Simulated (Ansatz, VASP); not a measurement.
## One calculation of KCl, two programs

```
K Cl
1.0
     0.09468    3.20344    3.20344
     3.20344    0.09468    3.20344
     3.20344    3.20344    0.09468
K Cl
1 1
Cartesian
  0.0000 0.0000 0.0000
  3.2508 3.2508 3.2508
```

Change from the starting cell: equal xy, yz and zx shear strains of +3 %, crystal datasets.

Alike in both runs: task electric field gradients; functional PBE; k mesh 7 × 7 × 7; occupations fermi-dirac, width 0.03 eV; no spin polarisation.

|  | VASP | Ansatz |
| --- | --- | --- |
| version | VASP 6.6.1 | Ansatz 0.2.0 |
| potentials or method | VASP PAW PBE potentials, release 64 (K_sv, Cl), cutoff 520 eV | all-electron PAW with datasets made for the crystal, scalar-relativistic |

|  | VASP | Ansatz | Ansatz less VASP |
| --- | --- | --- | --- |
| gap on the k mesh at the Fermi level (eV) | 5.12 | 5.12 | +0.001 |
| pressure (GPa) | 0.6 | 0.6 | -0.02 |
| largest component of the traceless stress (GPa) | 0.21 | 0.21 | +0.002 |
| Vzz of the field gradient on the site that differs most (V/Å²) | 4.4 | 4.5 | +0.14 |

Ansatz ran all-electron here, so the differences hold the error of VASP's frozen core and of both bases.

Caveats: an odd mesh through Γ misses points on the zone boundary, where band edges often lie.
